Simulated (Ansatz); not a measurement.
A (001) slab of relaxed bulk CaO (Fm-3m, 13.54 Å³/atom, gap on the mesh 3.54 eV), 3 planes in a 4×1 cell with the lowest 1 held; added atoms sit on lattice sites of the next plane. A dipole correction is on. The surface energy is the mean of the held and the free face; step energies are per length and the mean of the stripe's two steps, which run along the shortest translation of the plane; step and island energies count from the flat slab and bulk atoms.

All numbers below come from DFT PBEsol, scalar-relativistic, plane waves, PAW in Ansatz.

Cutoff 420 eV, Gaussian smearing of 0.05 eV, energies at zero smearing, symmetry of each start kept, no spin polarisation.

| start | atoms | k mesh | surface energy (J/m²) | gap on the mesh (eV) | step energy (meV/Å) |
| --- | --- | --- | --- | --- | --- |
| flat slab | 24 | 2×8×1 | 0.73 | 2.98 | - |
| stripe of 4 atoms | 28 | 2×8×1 | - | 0.33 | 399 |

Cost: 2 runs of about 41 core-minutes in all, on Arm Neoverse V2 (shared hosts).